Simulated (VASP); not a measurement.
# C in VASP: further runs

One slab, C, is run at these levels: r2SCAN; tasks: relaxation of shape and atoms at fixed volume, single point.

Program: VASP 6.6.1. These are calculated values, not measurements. Logs are shortened: lines on timing, memory, paths and dates and some standing lists are left out, and cuts for length are marked.

## (1) The slab as given

The cell holds a slab with vacuum, 2 atoms: a = 2.467 Å, b = 2.467 Å, c = 18.000 Å, α = 90.00°, β = 90.00°, γ = 120.00°.

The slab is cut from a database's or a generator's crystal, which needn't be the stable form of the element.

## (2) Relaxation of shape and atoms at fixed volume, r2SCAN

INCAR reads:

```
SYSTEM = C
PREC     = Accurate       ! precision mode
ENCUT    = 520            ! plane-wave cutoff, eV
EDIFF    = 1E-7           ! SCF threshold, eV
ISMEAR   = 0              ! smearing method
SIGMA    = 0.05           ! smearing width, eV
LREAL    = .FALSE.        ! projectors in reciprocal space
LASPH    = .TRUE.         ! aspherical terms in the spheres
NELM     = 80             ! most SCF steps
ALGO     = Normal         ! electronic algorithm
ISIF     = 4              ! what is computed and relaxed
LWAVE    = .FALSE.        ! write WAVECAR
LCHARG   = .FALSE.        ! write CHGCAR
LDIPOL   = .TRUE.       
IDIPOL   = 3            
DIPOL    = 0.5 0.5 0.500
METAGGA  = R2SCAN         ! meta-GGA
LMIXTAU  = .TRUE.       
IBRION   = 2              ! ionic algorithm
NSW      = 100            ! ionic steps
EDIFFG   = -0.003         ! ionic threshold
```

KPOINTS reads:

```
Automatic mesh
0
G
  18 18 1
  0 0 0
```

POSCAR reads:

```
C
1.0
    2.4672912620      0.0000000000      0.0000000000
   -1.2336456310      2.1367369110      0.0000000000
    0.0000000000      0.0000000000     18.0000000000
C
2
Direct
    0.0000000000      0.0000000000      0.5000000000
    0.6666666700      0.3333333400      0.5000000000
```

Potentials or basis: VASP PAW PBE potentials, release 64 (C).

Run with:

```console
$ cat potpaw_PBE.64/C/POTCAR > POTCAR
$ mpirun -np 1 vasp_std > vasp.out
```

OUTCAR:

```text
SYSTEM = C
   PREC = Accurate
   ENCUT = 520
   EDIFF = 1E-7
   ISMEAR = 0
   LREAL = .FALSE.
   LASPH = .TRUE.
   NELM = 80
   ISIF = 4
   METAGGA = R2SCAN
   IBRION = 2
   NSW = 100
   EDIFFG = -0.003

 ion  position               nearest neighbor table
   1  0.000  0.000  0.500-   2 1.42   2 1.42   2 1.42
   2  0.667  0.333  0.500-   1 1.42   1 1.42   1 1.42

  LATTYP: Found a hexagonal cell.
 ALAT       =     2.4672912620
 C/A-ratio  =     7.2954499849

  Lattice vectors:

 A1 = (   2.4672912620,   0.0000000000,   0.0000000000)
 A2 = (  -1.2336456310,   2.1367369110,   0.0000000000)
 A3 = (   0.0000000000,   0.0000000000,  18.0000000000)

Analysis of symmetry for initial positions (statically):
=====================================================================
 Subroutine PRICEL returns:
 Original cell was already a primitive cell.

 Routine SETGRP: Setting up the symmetry group for a
 hexagonal supercell.

 Subroutine GETGRP returns: Found 24 space group operations
 (whereof 12 operations were pure point group operations)
 out of a pool of 24 trial point group operations.

The static configuration has the point symmetry D_3h.
 The point group associated with its full space group is D_6h.

Analysis of symmetry for dynamics (positions and initial velocities):
=====================================================================
 Subroutine PRICEL returns:
 Original cell was already a primitive cell.

 Routine SETGRP: Setting up the symmetry group for a
 hexagonal supercell.

 Subroutine GETGRP returns: Found 24 space group operations
 (whereof 12 operations were pure point group operations)
 out of a pool of 24 trial point group operations.

The dynamic configuration has the point symmetry D_3h.
 The point group associated with its full space group is D_6h.

 Subroutine INISYM returns: Found 24 space group operations
 (whereof 12 operations are pure point group operations),
 and found     1 'primitive' translations

----------------------------------------------------------------------------------------

                                     Primitive cell

  volume of cell :      94.8951

  direct lattice vectors                    reciprocal lattice vectors
     2.467291262  0.000000000  0.000000000     0.405302777  0.234001667  0.000000000
    -1.233645631  2.136736911  0.000000000     0.000000000  0.468003335  0.000000000
     0.000000000  0.000000000 18.000000000     0.000000000  0.000000000  0.055555556

  length of vectors
     2.467291262  2.467291262 18.000000000     0.468003335  0.468003335  0.055555556

  position of ions in fractional coordinates (direct lattice)
     0.000000000  0.000000000  0.500000000
     0.666666670  0.333333340  0.500000000

  ion indices of the primitive-cell ions
   primitive index   ion index
                 1           1
                 2           2

----------------------------------------------------------------------------------------

 KPOINTS: Automatic mesh

Automatic generation of k-mesh.
 Grid dimensions read from file:
 generate k-points for:   18   18    1

 Generating k-lattice:

  Cartesian coordinates                     Fractional coordinates (reciprocal lattice)
     0.022516821  0.013000093  0.000000000     0.055555556  0.000000000  0.000000000
     0.000000000  0.026000185  0.000000000     0.000000000  0.055555556  0.000000000
     0.000000000  0.000000000  0.055555556     0.000000000  0.000000000  1.000000000

  Length of vectors
     0.026000185  0.026000185  0.055555556

  Shift w.r.t. Gamma in fractional coordinates (k-lattice)
     0.000000000  0.000000000  0.000000000

 Subroutine IBZKPT returns following result:
 ===========================================

 Found     37 irreducible k-points:

 Following reciprocal coordinates:
            Coordinates               Weight
  0.000000  0.000000  0.000000      1.000000
  0.055556 -0.000000  0.000000      6.000000
  0.111111 -0.000000  0.000000      6.000000
  0.166667  0.000000  0.000000      6.000000
  0.222222  0.000000  0.000000      6.000000
  0.277778 -0.000000  0.000000      6.000000
[... 16 lines left out ...]
  0.333333  0.111111  0.000000     12.000000
  0.388889  0.111111  0.000000     12.000000
 [... further k-points ...]
   k-points           NKPTS =     37   k-points in BZ     NKDIM =     37   number of bands    NBANDS=      8
   number of dos      NEDOS =    301   number of ions     NIONS =      2
   total plane-waves  NPLWV =  45360
   dimension x,y,z NGX =    18 NGY =   18 NGZ =  140
   dimension x,y,z NGXF=    36 NGYF=   36 NGZF=  280
   ions per type =               2
   NGX,Y,Z   is equivalent  to a cutoff of  12.13, 12.13, 12.93 a.u.
   NGXF,Y,Z  is equivalent  to a cutoff of  24.26, 24.26, 25.86 a.u.
 SYSTEM =  C
   PREC   = accura    normal or accurate (medium, high low for compatibility)
   ISTART =      0    job   : 0-new  1-cont  2-samecut
   ICHARG =      2    charge: 1-file 2-atom 10-const
   ISPIN  =      1    spin polarized calculation?
   LNONCOLLINEAR =      F non collinear calculations
   LSORBIT =      F    spin-orbit coupling
   LASPH  =      T    aspherical Exc in radial PAW
   ENCUT  =  520.0 eV  38.22 Ry    6.18 a.u.   4.59  4.59 33.47*2*pi/ulx,y,z
   NELM   =     80;   NELMIN=  2; NELMDL= -5     # of ELM steps
   EDIFF  = 0.1E-06   stopping-criterion for ELM
   LREAL  =      F    real-space projection
   EDIFFG = -.3E-02   stopping-criterion for IOM
   NSW    =    100    number of steps for IOM
   IBRION =      2    ionic relax: 0-MD 1-quasi-New 2-CG
   NFREE  =      1    steps in history (QN), initial steepest desc. (CG)
   ISIF   =      4    stress and relaxation
   ISYM   =      2    0-nonsym 1-usesym 2-fastsym
   POTIM  = 0.5000    time-step for ionic-motion
   TEBEG  =    0.0;   TEEND  =   0.0 temperature during run
   PSTRESS=    0.0 pullay stress
   NELECT =       8.0000    total number of electrons
   NUPDOWN=      -1.0000    fix difference up-down
   EMIN   =  10.00;   EMAX   =-10.00  energy-range for DOS
   EFERMI =   0.00;   METHOD = LEGACY
   ISMEAR =     0;   SIGMA  =   0.05  broadening in eV -4-tet -1-fermi 0-gaus
   EFERMI_NEDOS =   21; number of points for ismear=-14 and -15
   IALGO  =     38    algorithm
   IMIX   =      4    mixing-type and parameters
     AMIX     =   0.40;   BMIX     =  1.00
     AMIX_MAG =   1.60;   BMIX_MAG =  1.00
  volume/ion in A,a.u.               =      47.45       320.19
  Fermi-wavevector in a.u.,A,eV,Ry     =   0.717833  1.356508  7.010870  0.515284
  Thomas-Fermi vector in A             =   1.806615
   LORBIT       =      0    0 simple, 1 ext, 2 COOP (PROOUT), +10 PAW based schemes
   METAGGA = R2SCAN    functional components
   LHFCALC =     F    Hartree Fock is set to
   AEXX    =    0.0000 exact exchange contribution
   IVDW    =     0    specifies the selected vdW correction
   LEPSILON=     F    determine dielectric tensor
   LRPA    =     F    only Hartree local field effects (RPA)
 conjugate gradient relaxation of ions
 non-spin polarized calculation
 Gauss-broadening in eV      SIGMA  =   0.05
  energy-cutoff  :      520.00
  volume of cell :       94.90
 maximum number of plane-waves:      2590
   NGX =  9   NGY =  9   NGZ = 67

--------------------------------------- Ionic step        1  -------------------------------------------

 number of electron       7.9999997 magnetization

 Free energy of the ion-electron system (eV)
  ---------------------------------------------------
  ext. energy  EPLUGINS =         0.00000000
  ---------------------------------------------------
  free energy    TOTEN  =       -19.83952442 eV

  energy without entropy =      -19.83917615  energy(sigma->0) =      -19.83935029

------------------------ aborting loop because EDIFF is reached ----------------------------------------

  FORCE on cell =-STRESS in cart. coord.  units (eV):
  Direction    XX          YY          ZZ          XY          YZ          ZX
  --------------------------------------------------------------------------------------
  -------------------------------------------------------------------------------------
  Total       -0.5313111     -0.5313111     -0.0131493      0.0000000      0.0000000      0.0000000
  in kB       -8.9704766     -8.9704766     -0.2220088      0.0000000      0.0000000      0.0000000
  external PRESSURE =      -6.0543207 kB  Pullay stress =       0.0000000 kB
[... 53 lines left out ...]
  FREE ENERGIE OF THE ION-ELECTRON SYSTEM (eV)
  ---------------------------------------------------
  free  energy   TOTEN  =       -19.8414538389 eV

  energy  without entropy=      -19.8411055737  energy(sigma->0) =      -19.84127971

 dipolmoment           0.000000      0.000000      0.000000 electrons x Angstroem

--------------------------------------- Ionic step        3  -------------------------------------------

 number of electron       7.9999997 magnetization

 dipolmoment           0.000000      0.000000     -0.000000 electrons x Angstroem

 Free energy of the ion-electron system (eV)
  ---------------------------------------------------
  ext. energy  EPLUGINS =         0.00000000
  ---------------------------------------------------
  free energy    TOTEN  =       -19.84147732 eV

  energy without entropy =      -19.84112906  energy(sigma->0) =      -19.84130319

 E-fermi :  -2.6083     XC(G=0):  -2.3845

 val. band max:       -2.6083027936   @ k =   0.3333   0.3333   0.0000
 cond. band min:      -2.6083024982   @ k =   0.3333   0.3333   0.0000
 fundamental gap:      0.0000002955
 Fermi energy:        -2.6083026458

 k-point     1 :       0.0000    0.0000    0.0000
  band No.  band energies     occupation
      1     -23.4567      2.00000
      2     -10.7375      2.00000
      3      -5.8449      2.00000
      4      -5.8449      2.00000
      5       1.0266      0.00000
      6       1.7984      0.00000
      7       1.9856      0.00000
      8       3.2644      0.00000
[... 243 lines left out ...]
 k-point    24 :       0.3889    0.1111    0.0000
  band No.  band energies     occupation
      1     -18.4948      2.00000
      2     -15.6453      2.00000
      3     -10.3260      2.00000
      4      -5.3234      2.00000
      5      -0.3110      0.00000
      6       6.4857      0.00000
      7       7.7597      0.00000
      8       8.5037      0.00000

 [... further k-points ...]

------------------------ aborting loop because EDIFF is reached ----------------------------------------

 vacuum level on the upper side and lower side of the slab       (xc-potential included)         0.007         0.007

  FORCE on cell =-STRESS in cart. coord.  units (eV):
  Direction    XX          YY          ZZ          XY          YZ          ZX
  --------------------------------------------------------------------------------------
  -------------------------------------------------------------------------------------
  Total       -0.0120966     -0.0120966     -0.0129271      0.0000000     -0.0000000      0.0000000
  in kB       -0.2042344     -0.2042344     -0.2182571      0.0000000     -0.0000000      0.0000000
  external PRESSURE =      -0.2089087 kB  Pullay stress =       0.0000000 kB

 VOLUME and BASIS-vectors are now :
 -----------------------------------------------------------------------------
  energy-cutoff  :      520.00
  volume of cell :       94.90
      direct lattice vectors                 reciprocal lattice vectors
     2.458073895 -0.000000000  0.000000000     0.406822595  0.234879135  0.000000000
    -1.229036948  2.128754437  0.000000000     0.000000000  0.469758269  0.000000000
     0.000000000  0.000000000 18.135247092     0.000000000  0.000000000  0.055141239
[... 8 lines left out ...]
  FREE ENERGIE OF THE ION-ELECTRON SYSTEM (eV)
  ---------------------------------------------------
  free  energy   TOTEN  =       -19.8414773219 eV

  energy  without entropy=      -19.8411290568  energy(sigma->0) =      -19.84130319

 reached required accuracy - stopping structural energy minimisation

 vacuum level on the upper side and lower side of the slab         1.674         1.674
```

It took 7.9 min on 1 thread of AMD EPYC 7R13 (Zen 3), shared host; peak memory 0.19 GiB.

Results:

```
Free energy               : -19.8415 eV
Energy gained by relaxing : 1.0 meV/atom
Ionic steps               : 3
Band gap on the k mesh    : none (metal or under the smearing width)
```

The path:
```csv
step,energy change (eV),largest force (eV/Å),pressure (GPa)
1,0.0000,0.0000,-0.61
2,-0.0019,0.0000,0.04
3,-0.0020,0.0000,-0.02
```

Final structure:
```yaml
crystal:
  lattice:
    - [2.45807, 0.00000, 0.00000]
    - [-1.22904, 2.12875, 0.00000]
    - [0.00000, 0.00000, 18.13525]
  atoms:
    - { symbol: C, position: [0.00000, 0.00000, 0.50000] }
    - { symbol: C, position: [0.66667, 0.33333, 0.50000] }
```

Levels at points of the mesh, in eV from the Fermi level:
| k point | band 1 | band 2 | band 3 | band 4 | band 5 | band 6 | band 7 | band 8 |
| --- | --- | --- | --- | --- | --- | --- | --- | --- |
| (0.00, 0.00, 0.00) | -20.85 | -8.13 | -3.24 | -3.24 | 3.63 | 4.41 | 4.59 | 5.87 |
| (0.50, 0.00, 0.00) | -15.33 | -14.09 | -6.84 | -2.53 | 1.81 | 7.73 | 11.70 | 11.79 |

Caveat: the PAW data sets were made with another functional, which shifts forces and pressure a little.

## (3) Single point, r2SCAN

INCAR reads:

```
ALGO     = Normal         # electronic algorithm
DIPOL    = 0.5 0.5 0.500
EDIFF    = 1E-7           # SCF threshold, eV
ENCUT    = 520            # plane-wave cutoff, eV
IDIPOL   = 3            
ISIF     = 2              # what is computed and relaxed
ISMEAR   = 0              # smearing method
LASPH    = True           # aspherical terms in the spheres
LCHARG   = False          # write CHGCAR
LDIPOL   = True         
LMIXTAU  = True         
LREAL    = False          # projectors in reciprocal space
LVACPOTAV= True         
LVHAR    = True         
LWAVE    = False          # write WAVECAR
METAGGA  = R2SCAN         # meta-GGA
NBANDS   = 11             # bands
NELM     = 80             # most SCF steps
PREC     = Accurate       # precision mode
SIGMA    = 0.05           # smearing width, eV
```

KPOINTS reads:

```
k-points
0
Gamma
  24 24 1
```

POSCAR reads:

```
C                                       
1.0
    2.4580738953     -0.0000000000      0.0000000000
   -1.2290369476      2.1287544373      0.0000000000
    0.0000000000      0.0000000000     18.1352470921
  C             
     2
Direct
     0.0000000000000000    0.0000000000000000    0.5000000000000000
     0.6666666699999979    0.3333333400000029    0.5000000000000000
```

Potentials or basis: VASP PAW PBE potentials, release 64 (C).

Run with:

```console
$ cat potpaw_PBE.64/C/POTCAR > POTCAR
$ mpirun -np 1 vasp_std > vasp.out
```

It took 8.1 min on 1 thread of AMD EPYC 7R13 (Zen 3), shared host; peak memory 0.2 GiB.

It converged, with:

```
Free energy                     : -19.8427 eV
Band gap on the k mesh          : none (metal or under the smearing width)
Work function of the upper face : 4.28 eV
Work function of the lower face : 4.28 eV
```

Levels at points of the mesh, in eV from the Fermi level:
```
           k point  band 1  band 2  band 3  band 4  band 5  band 6  band 7  band 8
(0.00, 0.00, 0.00)  -20.85   -8.13   -3.24   -3.24    3.64    4.41    4.60    5.88
(0.50, 0.00, 0.00)  -15.33  -14.09   -6.84   -2.53    1.81    7.73   11.70   11.79
```

Caveat: the PAW data sets were made with another functional, which shifts forces and pressure a little.
